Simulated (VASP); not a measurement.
# F2CH2 in VASP: reference runs

How does F2CH2 come out in PBE? The cell is run as given.

All numbers are computed with VASP 6.6.1; they aren't measurements. Logs are shortened: lines on timing, memory, paths and dates and some standing lists are left out, and cuts for length are marked.

## 1. The molecule as given

The cell holds a molecule in a box, 5 atoms: a = 12.000 Å, b = 11.000 Å, c = 11.000 Å, α = 90.00°, β = 90.00°, γ = 90.00°.

## 2. Single point, PBE

Input file INCAR:

```
  PREC = Accurate
  ENCUT = 520
  EDIFF = 1E-7
  ISMEAR = 0
  SIGMA = 0.01
  LREAL = F
  LASPH = T
  NELM = 100
  ALGO = Normal
  ISIF = 2
  LWAVE = F
  LCHARG = F
  GGA = PE
  NBANDS = 18
```

Input file KPOINTS:

```
Automatic mesh
0
Gamma
  1 1 1
```

Input file POSCAR:

```
H2CF2
1.0
   12.0000000000      0.0000000000      0.0000000000
    0.0000000000     11.0000000000      0.0000000000
    0.0000000000      0.0000000000     11.0000000000
F C H
2 1 2
Direct
    0.4109250000      0.5224136400      0.5664772700
    0.5912416700      0.4887409100      0.5678318200
    0.5012083300      0.5034954500      0.4955136400
    0.4884750000      0.4202227300      0.4430409100
    0.5141416700      0.5835954500      0.4383500000
```

Potentials or basis: VASP PAW PBE potentials, release 64 (F, C, H).

Started as:

```console
cat potpaw_PBE.64/F/POTCAR potpaw_PBE.64/C/POTCAR potpaw_PBE.64/H/POTCAR > POTCAR
mpirun -np 1 vasp_gam > vasp.out
```

OUTCAR:

```text
PREC = Accurate
   ENCUT = 520
   EDIFF = 1E-7
   ISMEAR = 0
   LREAL = F
   LASPH = T
   NELM = 100
   ISIF = 2
   GGA = PE

 ion  position               nearest neighbor table
   1  0.411  0.522  0.566-   3 1.35
   2  0.591  0.489  0.568-   3 1.35
   3  0.501  0.503  0.496-   4 1.09   5 1.09   1 1.35   2 1.35
   4  0.488  0.420  0.443-   3 1.09
   5  0.514  0.584  0.438-   3 1.09

  LATTYP: Found a simple tetragonal cell.
 ALAT       =    11.0000000000
 C/A-ratio  =     1.0909090909

  Lattice vectors:

 A1 = (   0.0000000000,  11.0000000000,   0.0000000000)
 A2 = (   0.0000000000,   0.0000000000,  11.0000000000)
 A3 = (  12.0000000000,   0.0000000000,   0.0000000000)

Analysis of symmetry for initial positions (statically):
=====================================================================
 Subroutine PRICEL returns:
 Original cell was already a primitive cell.

 Routine SETGRP: Setting up the symmetry group for a
 simple tetragonal supercell.

 Subroutine GETGRP returns: Found  1 space group operations
 (whereof  1 operations were pure point group operations)
 out of a pool of 16 trial point group operations.

The static configuration has the point symmetry C_1 .

Analysis of symmetry for dynamics (positions and initial velocities):
=====================================================================
 Subroutine PRICEL returns:
 Original cell was already a primitive cell.

 Routine SETGRP: Setting up the symmetry group for a
 simple tetragonal supercell.

 Subroutine GETGRP returns: Found  1 space group operations
 (whereof  1 operations were pure point group operations)
 out of a pool of 16 trial point group operations.

The dynamic configuration has the point symmetry C_1 .

 Subroutine INISYM returns: Found  1 space group operations
 (whereof  1 operations are pure point group operations),
 and found     1 'primitive' translations

----------------------------------------------------------------------------------------

                                     Primitive cell

  volume of cell :    1452.0000

  direct lattice vectors                    reciprocal lattice vectors
    12.000000000  0.000000000  0.000000000     0.083333333  0.000000000  0.000000000
     0.000000000 11.000000000  0.000000000     0.000000000  0.090909091  0.000000000
     0.000000000  0.000000000 11.000000000     0.000000000  0.000000000  0.090909091

  length of vectors
    12.000000000 11.000000000 11.000000000     0.083333333  0.090909091  0.090909091

  position of ions in fractional coordinates (direct lattice)
     0.410925000  0.522413640  0.566477270
     0.591241670  0.488740910  0.567831820
     0.501208330  0.503495450  0.495513640
     0.488475000  0.420222730  0.443040910
     0.514141670  0.583595450  0.438350000

  ion indices of the primitive-cell ions
   primitive index   ion index
                 1           1
                 2           2
                 3           3
                 4           4
                 5           5

----------------------------------------------------------------------------------------

 KPOINTS: Automatic mesh

Automatic generation of k-mesh.
 Grid dimensions read from file:
 generate k-points for:    1    1    1

 Generating k-lattice:

  Cartesian coordinates                     Fractional coordinates (reciprocal lattice)
     0.083333333  0.000000000  0.000000000     1.000000000  0.000000000  0.000000000
     0.000000000  0.090909091  0.000000000     0.000000000  1.000000000  0.000000000
     0.000000000  0.000000000  0.090909091     0.000000000  0.000000000  1.000000000

  Length of vectors
     0.083333333  0.090909091  0.090909091

  Shift w.r.t. Gamma in fractional coordinates (k-lattice)
     0.000000000  0.000000000  0.000000000

 Subroutine IBZKPT returns following result:
 ===========================================

 Found      1 irreducible k-points:

 Following reciprocal coordinates:
            Coordinates               Weight
  0.000000  0.000000  0.000000      1.000000
   k-points           NKPTS =      1   k-points in BZ     NKDIM =      1   number of bands    NBANDS=     18
   number of dos      NEDOS =    301   number of ions     NIONS =      5
   total plane-waves  NPLWV = 635040
   dimension x,y,z NGX =    90 NGY =   84 NGZ =   84
   dimension x,y,z NGXF=   180 NGYF=  168 NGZF=  168
   ions per type =               2   1   2
   NGX,Y,Z   is equivalent  to a cutoff of  12.47, 12.70, 12.70 a.u.
   NGXF,Y,Z  is equivalent  to a cutoff of  24.94, 25.39, 25.39 a.u.
 SYSTEM =  unknown system
   PREC   = accura    normal or accurate (medium, high low for compatibility)
   ISTART =      0    job   : 0-new  1-cont  2-samecut
   ICHARG =      2    charge: 1-file 2-atom 10-const
   ISPIN  =      1    spin polarized calculation?
   LNONCOLLINEAR =      F non collinear calculations
   LSORBIT =      F    spin-orbit coupling
   LASPH  =      T    aspherical Exc in radial PAW
   ENCUT  =  520.0 eV  38.22 Ry    6.18 a.u.  22.31 20.45 20.45*2*pi/ulx,y,z
   NELM   =    100;   NELMIN=  2; NELMDL= -5     # of ELM steps
   EDIFF  = 0.1E-06   stopping-criterion for ELM
   LREAL  =      F    real-space projection
   EDIFFG = 0.1E-05   stopping-criterion for IOM
   NSW    =      0    number of steps for IOM
   IBRION =     -1    ionic relax: 0-MD 1-quasi-New 2-CG
   NFREE  =      0    steps in history (QN), initial steepest desc. (CG)
   ISIF   =      2    stress and relaxation
   ISYM   =      2    0-nonsym 1-usesym 2-fastsym
   POTIM  = 0.5000    time-step for ionic-motion
   TEBEG  =    0.0;   TEEND  =   0.0 temperature during run
   PSTRESS=    0.0 pullay stress
   NELECT =      20.0000    total number of electrons
   NUPDOWN=      -1.0000    fix difference up-down
   EMIN   =  10.00;   EMAX   =-10.00  energy-range for DOS
   EFERMI =   0.00;   METHOD = LEGACY
   ISMEAR =     0;   SIGMA  =   0.01  broadening in eV -4-tet -1-fermi 0-gaus
   EFERMI_NEDOS =   21; number of points for ismear=-14 and -15
   IALGO  =     38    algorithm
   IMIX   =      4    mixing-type and parameters
     AMIX     =   0.40;   BMIX     =  1.00
     AMIX_MAG =   1.60;   BMIX_MAG =  1.00
  volume/ion in A,a.u.               =     290.40      1959.72
  Fermi-wavevector in a.u.,A,eV,Ry     =   0.392430  0.741586  2.095319  0.154002
  Thomas-Fermi vector in A             =   1.335781
   LORBIT       =      0    0 simple, 1 ext, 2 COOP (PROOUT), +10 PAW based schemes
   GGA     = PE    functional components
   LHFCALC =     F    Hartree Fock is set to
   AEXX    =    0.0000 exact exchange contribution
   IVDW    =     0    specifies the selected vdW correction
   LEPSILON=     F    determine dielectric tensor
   LRPA    =     F    only Hartree local field effects (RPA)
 non-spin polarized calculation
 Gauss-broadening in eV      SIGMA  =   0.01
  energy-cutoff  :      520.00
  volume of cell :     1452.00
 maximum number of plane-waves:     19579
 NGX is ok and might be reduce to    90
   NGX = 45   NGY = 41   NGZ = 41

 number of electron      19.9999999 magnetization

 Free energy of the ion-electron system (eV)
  ---------------------------------------------------
  ext. energy  EPLUGINS =         0.00000000
  ---------------------------------------------------
  free energy    TOTEN  =       -24.37147736 eV

  energy without entropy =      -24.37147736  energy(sigma->0) =      -24.37147736

 E-fermi :  -7.9055     XC(G=0):  -0.5754

 val. band max:       -7.9724529444   @ k =   0.0000   0.0000   0.0000
 cond. band min:      -0.4120043638   @ k =   0.0000   0.0000   0.0000
 fundamental gap:      7.5604485806
 Fermi energy:        -7.9054738315

 k-point     1 :       0.0000    0.0000    0.0000
  band No.  band energies     occupation
      1     -31.6065      2.00000
      2     -30.0663      2.00000
      3     -17.3882      2.00000
      4     -13.3790      2.00000
      5     -13.3445      2.00000
      6     -13.3443      2.00000
[... 10 lines left out ...]
     17       1.1587      0.00000
     18       1.5650      0.00000

------------------------ aborting loop because EDIFF is reached ----------------------------------------

  FORCE on cell =-STRESS in cart. coord.  units (eV):
  Direction    XX          YY          ZZ          XY          YZ          ZX
  --------------------------------------------------------------------------------------
  -------------------------------------------------------------------------------------
  Total        1.9812372      0.3384370      1.0908669     -0.2902348      0.0233840      0.0105624
  in kB        2.1861525      0.3734408      1.2036930     -0.3202531      0.0258025      0.0116549
  external PRESSURE =       1.2544288 kB  Pullay stress =       0.0000000 kB

 VOLUME and BASIS-vectors are now :
 -----------------------------------------------------------------------------
  energy-cutoff  :      520.00
  volume of cell :     1452.00
      direct lattice vectors                 reciprocal lattice vectors
    12.000000000  0.000000000  0.000000000     0.083333333  0.000000000  0.000000000
     0.000000000 11.000000000  0.000000000     0.000000000  0.090909091  0.000000000
     0.000000000  0.000000000 11.000000000     0.000000000  0.000000000  0.090909091

 POSITION                                       TOTAL-FORCE (eV/Angst)
 -----------------------------------------------------------------------------------
      4.93110      5.74655      6.23125        -0.970035      0.183933      0.647375
      7.09490      5.37615      6.24615         0.967608     -0.145895      0.661332
      6.01450      5.53845      5.45065         0.002899     -0.025182     -0.977484
      5.86170      4.62245      4.87345        -0.039092     -0.231974     -0.159964
      6.16970      6.41955      4.82185         0.038619      0.219118     -0.171260
 -----------------------------------------------------------------------------------
    total drift:                                0.000181      0.000400      0.000946

  FREE ENERGIE OF THE ION-ELECTRON SYSTEM (eV)
  ---------------------------------------------------
  free  energy   TOTEN  =       -24.3714773589 eV

  energy  without entropy=      -24.3714773589  energy(sigma->0) =      -24.37147736
```

It took 55 s on 1 thread of AMD EPYC 9R45 (Zen 5), shared host; peak memory 1 GiB.

What came out:

```yaml
Free_energy: -24.3715 eV
Largest_force: 1.181 eV/Å
Gap_between_the_frontier_levels: 7.56 eV
```

Forces in eV/Å, atoms in the order of the input:
```
F   -0.970  0.184  0.647
F    0.968 -0.146  0.661
C    0.003 -0.025 -0.977
H   -0.039 -0.232 -0.160
H    0.039  0.219 -0.171
```
